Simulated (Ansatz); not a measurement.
# Which shape does a chain of B atoms take?

Several starts are relaxed for a free B wire one or two atoms wide. Which ends lowest, and how do the shapes conduct?

**Method.** Ansatz 0.2.0, plane waves with PAW datasets at the program's default cutoffs, Fermi-Dirac smearing of 0.05 eV, chains in boxes 7.5 Å wide or more, moments seeded when the perfect chain is relaxed. PBE, no spin-orbit coupling; each start relaxes its atoms and period within its symmetry. Energies are at zero smearing, an atom, against the lowest. Moments are absolute ones, the integral of |ρ↑ − ρ↓|.

The runs side by side:

```
    start           end shape  length an atom (Å)  shortest bond (Å)  moment an atom (μB)  energy (meV)  G (G₀)  gap (eV)
triangles  strip of triangles                0.80               1.61                 0.00             0    2.00      0.00
   zigzag            straight                1.55               1.55                 0.00          1018    2.00      0.00
   linear            straight                1.55               1.55                 0.00          1020    2.00      0.00
    dimer            straight                1.55               1.55                 0.00          1020    2.00      0.00
```

What this shows: The lowest energy comes from the triangles start, which ends as a strip of triangles, 1020 meV an atom under the linear chain with one atom a cell. The next lies 1018 meV higher (zigzag start). All conduct 2.00 G₀. Starts not in the table: antiparallel.

What the numbers leave out: G is the ballistic value of the perfect, endless wire, half a G₀ a channel and spin, broadened at 300 K; a real contact scatters. Only planar forms with one or two atoms a cell were tried, each within the symmetry of its start; alternating bonds in a zigzag, helices and thicker wires were not. Meshes were fixed at the starting length, so energies are good to 15 or 20 meV and lengths to a few per cent; moments are the relaxation's, and the run that gives G can hold a somewhat different one. A wire pulled between tips is under tension, which favours longer forms than the free minimum. Series of this kind are told only where this holds: four starts or more, in boxes that share their narrower side and keep the chain far from its images. 25 of 55 did.

[Logs are printed without paths, hosts, clocks, repeated set-up lines and the standing remarks that a program may print on its own settings, such as how far it seeks lower states.]
